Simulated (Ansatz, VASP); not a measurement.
**C: VASP beside Ansatz**

```
CELL_PARAMETERS angstrom
3.57148 0.00000 0.00000
0.00000 -3.57148 0.00000
0.00000 0.00000 -3.57148
ATOMIC_POSITIONS crystal
C 0.50000 0.00000 0.00000
C 0.00000 0.50000 0.00000
C 0.00000 0.00000 0.50000
C 0.50000 0.50000 0.50000
C 0.75000 0.75000 0.75000
C 0.25000 0.25000 0.75000
C 0.25000 0.75000 0.25000
C 0.75000 0.25000 0.25000
```

Alike in both runs: task single point; functional PBE; k mesh 6 × 6 × 6; occupations gaussian, width 0.05 eV; no spin polarisation.

|  | VASP | Ansatz |
| --- | --- | --- |
| version | VASP 6.6.1 | Ansatz 0.2.0 |
| potentials or method | VASP PAW PBE potentials, release 64 (C) | scalar-relativistic, plane waves, PAW |
| plane-wave cutoff (eV) | 520 | 420 |
| valence electrons in the cell | 32 | 32 |

|  | VASP | Ansatz | Ansatz less VASP |
| --- | --- | --- | --- |
| gap on the k mesh at the Fermi level (eV) | 4.14 | 4.15 | +0.007 |
| least direct gap on the mesh (eV) | 4.75 | 4.76 | +0.008 |
| pressure (GPa) | 0.7 | 0.0 | -0.67 |
